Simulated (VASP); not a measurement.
# BN (P6_3/mmc) in VASP: notebook

Aim: see how the results for BN move with the level of theory and the settings. Levels: optB86b-vdW, r2SCAN+rVV10. Tasks: relaxation of cell and atoms.

All numbers are computed with VASP 6.6.1; they aren't measurements. Logs are shortened: lines on timing, memory, paths and dates and some standing lists are left out, and cuts for length are marked.

## 1. Starting point

The structure is hexagonal, space group P6_3/mmc (No. 194). The conventional cell has a = 2.498 Å, b = 2.498 Å, c = 6.636 Å, α = 90.00°, β = 90.00°, γ = 120.00°. Around B (site symmetry -6m2) lie 3 N at 1.44 Å. N (site symmetry -6m2) has 3 B at 1.44 Å as nearest neighbours.

## 2. Relaxation of cell and atoms, optB86b-vdW

INCAR reads:

```
AGGAC = 0.0 ; ALGO = Normal
EDIFF = 1E-6 ; EDIFFG = -0.01
ENCUT = 600 ; GGA = MK
IBRION = 2 ; ISIF = 3
ISMEAR = 0 ; LASPH = True
LCHARG = False ; LREAL = False
LUSE_VDW = True ; LWAVE = False
NELM = 80 ; NSW = 90
PARAM1 = 0.1234 ; PARAM2 = 1.0
PREC = Accurate ; SIGMA = 0.03
```

KPOINTS reads:

```
k-points
0
Gamma
  12 12 4
```

POSCAR reads:

```
BN
1.0
    2.4982400000      0.0000000000      0.0000000000
   -1.2491200000      2.1635393048      0.0000000000
    0.0000000000      0.0000000000      6.6357000000
B N
2 2
Direct
    0.3333333333      0.6666666667      0.2500000000
    0.6666666667      0.3333333333      0.7500000000
    0.3333333333      0.6666666667      0.7500000000
    0.6666666667      0.3333333333      0.2500000000
```

Potentials or basis: VASP PAW PBE potentials, release 64 (B, N).

Run with:

```bash
> cat potpaw_PBE.64/B/POTCAR potpaw_PBE.64/N/POTCAR > POTCAR
> mpirun -np 1 vasp_std > vasp.out
```

OUTCAR:

```text
EDIFF = 1E-6
   EDIFFG = -0.01
   ENCUT = 600
   GGA = MK
   IBRION = 2
   ISIF = 3
   ISMEAR = 0
   LASPH = True
   LREAL = False
   NELM = 80
   NSW = 90
   PREC = Accurate

 ion  position               nearest neighbor table
   1  0.333  0.667  0.250-   4 1.44   4 1.44   4 1.44
   2  0.667  0.333  0.750-   3 1.44   3 1.44   3 1.44
   3  0.333  0.667  0.750-   2 1.44   2 1.44   2 1.44
   4  0.667  0.333  0.250-   1 1.44   1 1.44   1 1.44

  LATTYP: Found a hexagonal cell.
 ALAT       =     2.4982400000
 C/A-ratio  =     2.6561499296

  Lattice vectors:

 A1 = (   2.4982400000,   0.0000000000,   0.0000000000)
 A2 = (  -1.2491200000,   2.1635393048,   0.0000000000)
 A3 = (   0.0000000000,   0.0000000000,   6.6357000000)

Analysis of symmetry for initial positions (statically):
=====================================================================
 Subroutine PRICEL returns:
 Original cell was already a primitive cell.

 Routine SETGRP: Setting up the symmetry group for a
 hexagonal supercell.

 Subroutine GETGRP returns: Found 24 space group operations
 (whereof 12 operations were pure point group operations)
 out of a pool of 24 trial point group operations.

The static configuration has the point symmetry D_3d.
 The point group associated with its full space group is D_6h.

Analysis of symmetry for dynamics (positions and initial velocities):
=====================================================================
 Subroutine PRICEL returns:
 Original cell was already a primitive cell.

 Routine SETGRP: Setting up the symmetry group for a
 hexagonal supercell.

 Subroutine GETGRP returns: Found 24 space group operations
 (whereof 12 operations were pure point group operations)
 out of a pool of 24 trial point group operations.

The dynamic configuration has the point symmetry D_3d.
 The point group associated with its full space group is D_6h.

 Subroutine INISYM returns: Found 24 space group operations
 (whereof 12 operations are pure point group operations),
 and found     1 'primitive' translations

----------------------------------------------------------------------------------------

                                     Primitive cell

  volume of cell :      35.8662

  direct lattice vectors                    reciprocal lattice vectors
     2.498240000  0.000000000  0.000000000     0.400281798  0.231102804  0.000000000
    -1.249120000  2.163539305  0.000000000     0.000000000  0.462205608  0.000000000
     0.000000000  0.000000000  6.635700000     0.000000000  0.000000000  0.150700002

  length of vectors
     2.498240000  2.498240000  6.635700000     0.462205608  0.462205608  0.150700002

  position of ions in fractional coordinates (direct lattice)
     0.333333333  0.666666667  0.250000000
     0.666666667  0.333333333  0.750000000
     0.333333333  0.666666667  0.750000000
     0.666666667  0.333333333  0.250000000

  ion indices of the primitive-cell ions
   primitive index   ion index
                 1           1
                 2           2
                 3           3
                 4           4

----------------------------------------------------------------------------------------

 KPOINTS: k-points

Automatic generation of k-mesh.
 Grid dimensions read from file:
 generate k-points for:   12   12    4

 Generating k-lattice:

  Cartesian coordinates                     Fractional coordinates (reciprocal lattice)
     0.033356817  0.019258567  0.000000000     0.083333333 -0.000000000  0.000000000
     0.000000000  0.038517134  0.000000000     0.000000000  0.083333333  0.000000000
     0.000000000  0.000000000  0.037675000     0.000000000  0.000000000  0.250000000

  Length of vectors
     0.038517134  0.038517134  0.037675000

  Shift w.r.t. Gamma in fractional coordinates (k-lattice)
     0.000000000  0.000000000  0.000000000

 Subroutine IBZKPT returns following result:
 ===========================================

 Found     57 irreducible k-points:

 Following reciprocal coordinates:
            Coordinates               Weight
  0.000000  0.000000  0.000000      1.000000
  0.083333 -0.000000  0.000000      6.000000
  0.166667  0.000000  0.000000      6.000000
  0.250000  0.000000  0.000000      6.000000
  0.333333  0.000000  0.000000      6.000000
  0.416667  0.000000  0.000000      6.000000
[... 16 lines left out ...]
  0.250000  0.000000  0.250000     12.000000
  0.333333  0.000000  0.250000     12.000000
 [... further k-points ...]
   k-points           NKPTS =     57   k-points in BZ     NKDIM =     57   number of bands    NBANDS=     12
   number of dos      NEDOS =    301   number of ions     NIONS =      4
   total plane-waves  NPLWV =  21600
   dimension x,y,z NGX =    20 NGY =   20 NGZ =   54
   dimension x,y,z NGXF=    40 NGYF=   40 NGZF=  108
   ions per type =               2   2
   NGX,Y,Z   is equivalent  to a cutoff of  13.31, 13.31, 13.53 a.u.
   NGXF,Y,Z  is equivalent  to a cutoff of  26.62, 26.62, 27.06 a.u.
 SYSTEM =  unknown system
   PREC   = accura    normal or accurate (medium, high low for compatibility)
   ISTART =      0    job   : 0-new  1-cont  2-samecut
   ICHARG =      2    charge: 1-file 2-atom 10-const
   ISPIN  =      1    spin polarized calculation?
   LNONCOLLINEAR =      F non collinear calculations
   LSORBIT =      F    spin-orbit coupling
   LASPH  =      T    aspherical Exc in radial PAW
   ENCUT  =  600.0 eV  44.10 Ry    6.64 a.u.   4.99  4.99 13.25*2*pi/ulx,y,z
   NELM   =     80;   NELMIN=  2; NELMDL= -5     # of ELM steps
   EDIFF  = 0.1E-05   stopping-criterion for ELM
   LREAL  =      F    real-space projection
   EDIFFG = -.1E-01   stopping-criterion for IOM
   NSW    =     90    number of steps for IOM
   IBRION =      2    ionic relax: 0-MD 1-quasi-New 2-CG
   NFREE  =      1    steps in history (QN), initial steepest desc. (CG)
   ISIF   =      3    stress and relaxation
   ISYM   =      2    0-nonsym 1-usesym 2-fastsym
   POTIM  = 0.5000    time-step for ionic-motion
   TEBEG  =    0.0;   TEEND  =   0.0 temperature during run
   PSTRESS=    0.0 pullay stress
   NELECT =      16.0000    total number of electrons
   NUPDOWN=      -1.0000    fix difference up-down
   EMIN   =  10.00;   EMAX   =-10.00  energy-range for DOS
   EFERMI =   0.00;   METHOD = LEGACY
   ISMEAR =     0;   SIGMA  =   0.03  broadening in eV -4-tet -1-fermi 0-gaus
   EFERMI_NEDOS =   21; number of points for ismear=-14 and -15
   IALGO  =     38    algorithm
   IMIX   =      4    mixing-type and parameters
     AMIX     =   0.40;   BMIX     =  1.00
     AMIX_MAG =   1.60;   BMIX_MAG =  1.00
  volume/ion in A,a.u.               =       8.97        60.51
  Fermi-wavevector in a.u.,A,eV,Ry     =   1.250891  2.363842 21.289433  1.564729
  Thomas-Fermi vector in A             =   2.384864
   LORBIT       =      0    0 simple, 1 ext, 2 COOP (PROOUT), +10 PAW based schemes
   GGA     = MK    functional components
   LHFCALC =     F    Hartree Fock is set to
   AEXX    =    0.0000 exact exchange contribution
   IVDW_NL    =     1    kernel type
   BPARAM     = 6.3000
   IVDW    =     0    specifies the selected vdW correction
   LEPSILON=     F    determine dielectric tensor
   LRPA    =     F    only Hartree local field effects (RPA)
 conjugate gradient relaxation of ions
 non-spin polarized calculation
 Gauss-broadening in eV      SIGMA  =   0.03
  energy-cutoff  :      600.00
  volume of cell :       35.87
 maximum number of plane-waves:      1224
 NGX is ok and might be reduce to    20
   NGX =  9   NGY =  9   NGZ = 27

--------------------------------------- Ionic step        1  -------------------------------------------

 number of electron      15.9999998 magnetization

 Free energy of the ion-electron system (eV)
  ---------------------------------------------------
  ext. energy  EPLUGINS =         0.00000000
  ---------------------------------------------------
  free energy    TOTEN  =       -31.35096505 eV

  energy without entropy =      -31.35096505  energy(sigma->0) =      -31.35096505

------------------------ aborting loop because EDIFF is reached ----------------------------------------

  FORCE on cell =-STRESS in cart. coord.  units (eV):
  Direction    XX          YY          ZZ          XY          YZ          ZX
  --------------------------------------------------------------------------------------
  -------------------------------------------------------------------------------------
  Total        1.3529654      1.3529654     -0.2063519     -0.0000000     -0.0000000      0.0000000
  in kB       60.4382092     60.4382092     -9.2179298     -0.0000000     -0.0000000      0.0000000
  external PRESSURE =      37.2194962 kB  Pullay stress =       0.0000000 kB
[... 305 lines left out ...]
Total vdW correction in eV:      2.4003236

--------------------------------------- Ionic step        9  -------------------------------------------

 number of electron      15.9999999 magnetization

 Free energy of the ion-electron system (eV)
  ---------------------------------------------------
  ext. energy  EPLUGINS =         0.00000000
  ---------------------------------------------------
  free energy    TOTEN  =       -31.36159275 eV

  energy without entropy =      -31.36159275  energy(sigma->0) =      -31.36159275

 E-fermi :   2.6253     XC(G=0): -10.3787

 val. band max:        2.4163343328   @ k =   0.3333   0.2500   0.0000
 cond. band min:       6.5931811127   @ k =   0.5000   0.0000   0.0000
 fundamental gap:      4.1768467799
 Fermi energy:         2.6253404387

 k-point     1 :       0.0000    0.0000    0.0000
  band No.  band energies     occupation
      1     -15.3254      2.00000
      2     -14.9503      2.00000
      3      -3.9473      2.00000
      4      -1.4549      2.00000
      5       1.0325      2.00000
      6       1.0325      2.00000
      7       1.0831      2.00000
      8       1.0831      2.00000
      9       7.7072      0.00000
     10      12.9394      0.00000
     11      13.8892      0.00000
     12      13.8892      0.00000
[... 331 lines left out ...]
 k-point    24 :       0.3333    0.0000    0.2500
  band No.  band energies     occupation
      1     -13.3097      2.00000
      2     -13.1184      2.00000
      3      -4.4576      2.00000
      4      -4.3794      2.00000
      5      -1.1821      2.00000
      6      -1.1237      2.00000
      7      -0.8804      2.00000
      8       0.5476      2.00000
      9       9.1374      0.00000
     10       9.8515      0.00000
     11      11.4049      0.00000
     12      12.5807      0.00000

 [... further k-points ...]
[... 5 lines left out ...]
  --------------------------------------------------------------------------------------
  -------------------------------------------------------------------------------------
  Total        0.0155423      0.0155423     -0.0083439     -0.0000000      0.0000000      0.0000000
  in kB        0.7061784      0.7061784     -0.3791132     -0.0000000      0.0000000      0.0000000
  external PRESSURE =       0.3444145 kB  Pullay stress =       0.0000000 kB
[... 19 lines left out ...]
  FREE ENERGIE OF THE ION-ELECTRON SYSTEM (eV)
  ---------------------------------------------------
  free  energy   TOTEN  =       -31.3615927549 eV

  energy  without entropy=      -31.3615927549  energy(sigma->0) =      -31.36159275

Total vdW correction in eV:      2.4291617

 reached required accuracy - stopping structural energy minimisation
```

Wall time 2.8 min (1 thread of Intel Xeon 6975P-C (Granite Rapids), shared host); peak memory 0.32 GiB.

Results:

- Free energy: -31.3616 eV
- Relaxed volume: 8.82 Å³/atom
- Relaxed cell: a = 2.512 Å, b = 2.512 Å, c = 6.452 Å, α = 90.00°, β = 90.00°, γ = 120.00°
- Space group after relaxing (to 0.05 Å): P6_3/mmc (No. 194)
- Energy gained by relaxing: 2.7 meV/atom
- Ionic steps: 9
- Pressure after relaxing: 0.0 GPa
- Band gap on the k mesh: 4.18 eV, indirect (least direct gap 4.55 eV)

Step by step:
```
step  energy change (eV)  largest force (eV/Å)  pressure (GPa)  volume (Å³)
   1              0.0000                0.0000            3.72        35.87
   2              0.0187                0.0000           -7.49        36.95
   3             -0.0076                0.0000           -0.38        36.24
   4             -0.0076                0.0000           -0.30        36.24
   5             -0.0081                0.0000           -0.27        36.16
   6             -0.0091                0.0000           -0.20        35.93
   7             -0.0105                0.0000           -0.04        35.47
   8             -0.0089                0.0000            0.38        34.55
   9             -0.0106                0.0000            0.03        35.26
```

Final structure:
```
B N
1.0
     2.51205    0.00000    0.00000
    -1.25603    2.17550    0.00000
     0.00000    0.00000    6.45244
B N
2 2
Direct
  0.33333 0.66667 0.25000
  0.66667 0.33333 0.75000
  0.33333 0.66667 0.75000
  0.66667 0.33333 0.25000
```

Levels at points of the mesh, in eV from the valence-band top:
```tsv
k point	band 5	band 6	band 7	band 8	band 9	band 10	band 11	band 12
(0.00, 0.00, 0.00)	-1.38	-1.38	-1.33	-1.33	5.29	10.52	11.47	11.47
(0.50, 0.00, 0.00)	-4.16	-4.07	-1.58	-0.38	4.18	5.75	9.47	9.87
(0.00, 0.00, 0.50)	-1.36	-1.36	-1.36	-1.36	7.84	7.84	11.55	11.55
(0.50, 0.00, 0.50)	-4.12	-4.12	-0.94	-0.94	4.67	4.67	9.88	9.88
```

Caveat: the PAW data sets were made with another functional, which shifts forces and pressure a little. A k mesh can miss the band edges.

(Continued in part 2 of 2.)
